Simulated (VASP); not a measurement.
# KZnF3 (P1) in VASP: single point with PBE

Aim: the single point of KZnF3 with PBE.

Everything below comes from runs of VASP 6.6.1. Logs are shortened: lines on timing, memory, paths and dates and some standing lists are left out, and cuts for length are marked.

## 1. The crystal as given

The typed cell holds 5 atoms: a = 4.050 Å, b = 4.050 Å, c = 4.050 Å, α = 90.00°, β = 90.00°, γ = 90.00°.

## 2. Single point, PBE

File INCAR:

```
ALGO = Normal ; EDIFF = 1E-7
ENCUT = 520 ; GGA = PE
ISIF = 2 ; ISMEAR = 0
LASPH = True ; LCHARG = False
LREAL = False ; LWAVE = False
NBANDS = 29 ; NELM = 100
PREC = Accurate ; SIGMA = 0.01
```

File KPOINTS:

```
k-points
0
Gamma
  4 4 4
```

File POSCAR:

```
KZnF3
1.0
    4.0500000000      0.0000000000      0.0000000000
    0.0000000000      4.0500000000      0.0000000000
    0.0000000000      0.0000000000      4.0500000000
K Zn F
1 1 3
Direct
   -0.0033634667     -0.0100361398     -0.0047163003
    0.4965922439      0.4899252251      0.4953523813
    0.4963316702      0.4905424417     -0.0045692028
   -0.0034709027      0.4897729653      0.4957379132
    0.4964372522     -0.0100433005      0.4953324126
```

Potentials or basis: VASP PAW PBE potentials, release 64 (K_sv, Zn, F).

Started as:

```bash
$ cat potpaw_PBE.64/K_sv/POTCAR potpaw_PBE.64/Zn/POTCAR potpaw_PBE.64/F/POTCAR > POTCAR
$ mpirun -np 1 vasp_std > vasp.out
```

OUTCAR:

```text
EDIFF = 1E-7
   ENCUT = 520
   GGA = PE
   ISIF = 2
   ISMEAR = 0
   LASPH = True
   LREAL = False
   NELM = 100
   PREC = Accurate

 ion  position               nearest neighbor table
   1  0.997  0.990  0.995-
   2  0.497  0.490  0.495-   3 2.02   4 2.02   5 2.02   5 2.03   4 2.03   3 2.03
   3  0.496  0.491  0.995-   2 2.02   2 2.03
   4  0.997  0.490  0.496-   2 2.02   2 2.03
   5  0.496  0.990  0.495-   2 2.02   2 2.03

  LATTYP: Found a simple cubic cell.
 ALAT       =     4.0500000000

  Lattice vectors:

 A1 = (   4.0500000000,   0.0000000000,   0.0000000000)
 A2 = (   0.0000000000,   4.0500000000,   0.0000000000)
 A3 = (   0.0000000000,   0.0000000000,   4.0500000000)

Analysis of symmetry for initial positions (statically):
=====================================================================
 Subroutine PRICEL returns:
 Original cell was already a primitive cell.

 Routine SETGRP: Setting up the symmetry group for a
 simple cubic supercell.

 Subroutine GETGRP returns: Found  1 space group operations
 (whereof  1 operations were pure point group operations)
 out of a pool of 48 trial point group operations.

The static configuration has the point symmetry C_1 .

Analysis of symmetry for dynamics (positions and initial velocities):
=====================================================================
 Subroutine PRICEL returns:
 Original cell was already a primitive cell.

 Routine SETGRP: Setting up the symmetry group for a
 simple cubic supercell.

 Subroutine GETGRP returns: Found  1 space group operations
 (whereof  1 operations were pure point group operations)
 out of a pool of 48 trial point group operations.

The dynamic configuration has the point symmetry C_1 .

 Subroutine INISYM returns: Found  1 space group operations
 (whereof  1 operations are pure point group operations),
 and found     1 'primitive' translations

----------------------------------------------------------------------------------------

                                     Primitive cell

  volume of cell :      66.4301

  direct lattice vectors                    reciprocal lattice vectors
     4.050000000  0.000000000  0.000000000     0.246913580  0.000000000  0.000000000
     0.000000000  4.050000000  0.000000000     0.000000000  0.246913580  0.000000000
     0.000000000  0.000000000  4.050000000     0.000000000  0.000000000  0.246913580

  length of vectors
     4.050000000  4.050000000  4.050000000     0.246913580  0.246913580  0.246913580

  position of ions in fractional coordinates (direct lattice)
     0.996636533  0.989963860  0.995283700
     0.496592244  0.489925225  0.495352381
     0.496331670  0.490542442  0.995430797
     0.996529097  0.489772965  0.495737913
     0.496437252  0.989956699  0.495332413

  ion indices of the primitive-cell ions
   primitive index   ion index
                 1           1
                 2           2
                 3           3
                 4           4
                 5           5

----------------------------------------------------------------------------------------

 KPOINTS: k-points

Automatic generation of k-mesh.
 Grid dimensions read from file:
 generate k-points for:    4    4    4

 Generating k-lattice:

  Cartesian coordinates                     Fractional coordinates (reciprocal lattice)
     0.061728395  0.000000000  0.000000000     0.250000000  0.000000000  0.000000000
     0.000000000  0.061728395  0.000000000     0.000000000  0.250000000  0.000000000
     0.000000000  0.000000000  0.061728395     0.000000000  0.000000000  0.250000000

  Length of vectors
     0.061728395  0.061728395  0.061728395

  Shift w.r.t. Gamma in fractional coordinates (k-lattice)
     0.000000000  0.000000000  0.000000000

 Subroutine IBZKPT returns following result:
 ===========================================

 Found     36 irreducible k-points:

 Following reciprocal coordinates:
            Coordinates               Weight
  0.000000  0.000000  0.000000      1.000000
  0.250000  0.000000  0.000000      2.000000
  0.000000  0.250000  0.000000      2.000000
  0.000000  0.000000  0.250000      2.000000
  0.500000  0.000000  0.000000      1.000000
  0.000000  0.500000  0.000000      1.000000
[... 16 lines left out ...]
  0.250000  0.250000  0.250000      2.000000
 -0.250000  0.250000  0.250000      2.000000
 [... further k-points ...]
   k-points           NKPTS =     36   k-points in BZ     NKDIM =     36   number of bands    NBANDS=     29
   number of dos      NEDOS =    301   number of ions     NIONS =      5
   total plane-waves  NPLWV =  27000
   dimension x,y,z NGX =    30 NGY =   30 NGZ =   30
   dimension x,y,z NGXF=    60 NGYF=   60 NGZF=   60
   ions per type =               1   1   3
   NGX,Y,Z   is equivalent  to a cutoff of  12.31, 12.31, 12.31 a.u.
   NGXF,Y,Z  is equivalent  to a cutoff of  24.63, 24.63, 24.63 a.u.
 SYSTEM =  unknown system
   PREC   = accura    normal or accurate (medium, high low for compatibility)
   ISTART =      0    job   : 0-new  1-cont  2-samecut
   ICHARG =      2    charge: 1-file 2-atom 10-const
   ISPIN  =      1    spin polarized calculation?
   LNONCOLLINEAR =      F non collinear calculations
   LSORBIT =      F    spin-orbit coupling
   LASPH  =      T    aspherical Exc in radial PAW
   ENCUT  =  520.0 eV  38.22 Ry    6.18 a.u.   7.53  7.53  7.53*2*pi/ulx,y,z
   NELM   =    100;   NELMIN=  2; NELMDL= -5     # of ELM steps
   EDIFF  = 0.1E-06   stopping-criterion for ELM
   LREAL  =      F    real-space projection
   EDIFFG = 0.1E-05   stopping-criterion for IOM
   NSW    =      0    number of steps for IOM
   IBRION =     -1    ionic relax: 0-MD 1-quasi-New 2-CG
   NFREE  =      0    steps in history (QN), initial steepest desc. (CG)
   ISIF   =      2    stress and relaxation
   ISYM   =      2    0-nonsym 1-usesym 2-fastsym
   POTIM  = 0.5000    time-step for ionic-motion
   TEBEG  =    0.0;   TEEND  =   0.0 temperature during run
   PSTRESS=    0.0 pullay stress
   NELECT =      42.0000    total number of electrons
   NUPDOWN=      -1.0000    fix difference up-down
   EMIN   =  10.00;   EMAX   =-10.00  energy-range for DOS
   EFERMI =   0.00;   METHOD = LEGACY
   ISMEAR =     0;   SIGMA  =   0.01  broadening in eV -4-tet -1-fermi 0-gaus
   EFERMI_NEDOS =   21; number of points for ismear=-14 and -15
   IALGO  =     38    algorithm
   IMIX   =      4    mixing-type and parameters
     AMIX     =   0.40;   BMIX     =  1.00
     AMIX_MAG =   1.60;   BMIX_MAG =  1.00
  volume/ion in A,a.u.               =      13.29        89.66
  Fermi-wavevector in a.u.,A,eV,Ry     =   1.405086  2.655228 26.861528  1.974267
  Thomas-Fermi vector in A             =   2.527583
   LORBIT       =      0    0 simple, 1 ext, 2 COOP (PROOUT), +10 PAW based schemes
   GGA     = PE    functional components
   LHFCALC =     F    Hartree Fock is set to
   AEXX    =    0.0000 exact exchange contribution
   IVDW    =     0    specifies the selected vdW correction
   LEPSILON=     F    determine dielectric tensor
   LRPA    =     F    only Hartree local field effects (RPA)
 non-spin polarized calculation
 Gauss-broadening in eV      SIGMA  =   0.01
  energy-cutoff  :      520.00
  volume of cell :       66.43
 maximum number of plane-waves:      1803
   NGX = 15   NGY = 15   NGZ = 15

 number of electron      42.0000004 magnetization

 Free energy of the ion-electron system (eV)
  ---------------------------------------------------
  ext. energy  EPLUGINS =         0.00000000
  ---------------------------------------------------
  free energy    TOTEN  =       -20.26470659 eV

  energy without entropy =      -20.26470659  energy(sigma->0) =      -20.26470659

 E-fermi :  -0.6860     XC(G=0):  -9.8790

 val. band max:       -0.7562490243   @ k =   0.5000   0.5000   0.5000
 cond. band min:       3.0365570967   @ k =   0.0000   0.0000   0.0000
 fundamental gap:      3.7928061209
 Fermi energy:        -0.6860484981

 k-point     1 :       0.0000    0.0000    0.0000
  band No.  band energies     occupation
      1     -27.8532      2.00000
      2     -22.3686      2.00000
      3     -21.7416      2.00000
      4     -21.7415      2.00000
      5     -11.3393      2.00000
      6     -11.3393      2.00000
[... 21 lines left out ...]
     28      10.2732      0.00000
     29      13.3977      0.00000

 k-point     2 :       0.2500    0.0000    0.0000
  band No.  band energies     occupation
      1     -27.8421      2.00000
      2     -22.3001      2.00000
      3     -21.8045      2.00000
      4     -21.7384      2.00000
      5     -11.3382      2.00000
      6     -11.3169      2.00000
[... 21 lines left out ...]
     28      10.4230      0.00000
     29      12.9630      0.00000

 k-point     3 :       0.0000    0.2500    0.0000
  band No.  band energies     occupation
      1     -27.8421      2.00000
      2     -22.3001      2.00000
      3     -21.8045      2.00000
      4     -21.7384      2.00000
      5     -11.3382      2.00000
      6     -11.3169      2.00000
[... 21 lines left out ...]
     28      10.4230      0.00000
     29      12.9630      0.00000

 k-point     4 :       0.0000    0.0000    0.2500
  band No.  band energies     occupation
      1     -27.8421      2.00000
      2     -22.3001      2.00000
      3     -21.8045      2.00000
      4     -21.7384      2.00000
      5     -11.3382      2.00000
      6     -11.3169      2.00000
[... 21 lines left out ...]
     28      10.4230      0.00000
     29      12.9630      0.00000

 k-point     5 :       0.5000    0.0000    0.0000
  band No.  band energies     occupation
      1     -27.8310      2.00000
      2     -22.2097      2.00000
      3     -21.8892      2.00000
      4     -21.7346      2.00000
      5     -11.3369      2.00000
      6     -11.2942      2.00000
[... 21 lines left out ...]
     28      11.5278      0.00000
     29      11.8021      0.00000
[... 510 lines left out ...]
     28      10.8848      0.00000
     29      11.9742      0.00000

 k-point    22 :       0.5000    0.0000    0.5000
  band No.  band energies     occupation
      1     -27.8152      2.00000
      2     -21.9643      2.00000
      3     -21.9039      2.00000
      4     -21.9039      2.00000
      5     -11.4064      2.00000
      6     -11.4064      2.00000
[... 21 lines left out ...]
     28      10.8848      0.00000
     29      11.9728      0.00000

 k-point    23 :       0.2500    0.2500    0.2500
  band No.  band energies     occupation
      1     -27.8245      2.00000
      2     -22.1563      2.00000
      3     -21.8187      2.00000
      4     -21.8174      2.00000
      5     -11.3840      2.00000
      6     -11.3837      2.00000
[... 21 lines left out ...]
     28      10.7308      0.00000
     29      12.9820      0.00000

 k-point    24 :      -0.2500    0.2500    0.2500
  band No.  band energies     occupation
      1     -27.8245      2.00000
      2     -22.1563      2.00000
      3     -21.8186      2.00000
      4     -21.8175      2.00000
      5     -11.3840      2.00000
      6     -11.3837      2.00000
[... 21 lines left out ...]
     28      10.7308      0.00000
     29      12.9845      0.00000

 [... further k-points ...]
[... 5 lines left out ...]
  --------------------------------------------------------------------------------------
  -------------------------------------------------------------------------------------
  Total        2.0460542      2.0445312      2.0453010     -0.0005823     -0.0005529      0.0013288
  in kB       49.3472138     49.3104830     49.3290488     -0.0140453     -0.0133345      0.0320474
  external PRESSURE =      49.3289152 kB  Pullay stress =       0.0000000 kB

 VOLUME and BASIS-vectors are now :
 -----------------------------------------------------------------------------
  energy-cutoff  :      520.00
  volume of cell :       66.43
      direct lattice vectors                 reciprocal lattice vectors
     4.050000000  0.000000000  0.000000000     0.246913580  0.000000000  0.000000000
     0.000000000  4.050000000  0.000000000     0.000000000  0.246913580  0.000000000
     0.000000000  0.000000000  4.050000000     0.000000000  0.000000000  0.246913580

 POSITION                                       TOTAL-FORCE (eV/Angst)
 -----------------------------------------------------------------------------------
      4.03638      4.00935      4.03090        -0.001134      0.000313      0.001177
      2.01120      1.98420      2.00618        -0.000101      0.000135      0.003281
      2.01014      1.98670      4.03149         0.001240     -0.003798     -0.001364
      4.03594      1.98358      2.00774        -0.000638      0.000837     -0.002736
      2.01057      4.00932      2.00610         0.000632      0.002513     -0.000358
 -----------------------------------------------------------------------------------
    total drift:                                0.000943     -0.000008      0.000176

  FREE ENERGIE OF THE ION-ELECTRON SYSTEM (eV)
  ---------------------------------------------------
  free  energy   TOTEN  =       -20.2647065888 eV

  energy  without entropy=      -20.2647065888  energy(sigma->0) =      -20.26470659
```

Run time: 67 s. Hardware: 1 thread of Intel Xeon Platinum 8488C (Sapphire Rapids), shared host; peak memory 0.2 GiB.

What came out:

| Quantity | Value |
| --- | --- |
| Free energy | -20.2647 eV |
| Pressure | 4.9 GPa |
| Largest force | 0.004 eV/Å |
| Band gap on the k mesh | 3.79 eV, indirect (least direct gap 5.65 eV) |

Forces on the atoms (eV/Å):
```
K   -0.001  0.000  0.001
Zn   0.000  0.000  0.003
F    0.001 -0.004 -0.001
F   -0.001  0.001 -0.003
F    0.001  0.003  0.000
```

A k mesh can miss the band edges. A hybrid or GW would open this gap; PBE tends to underestimate it.
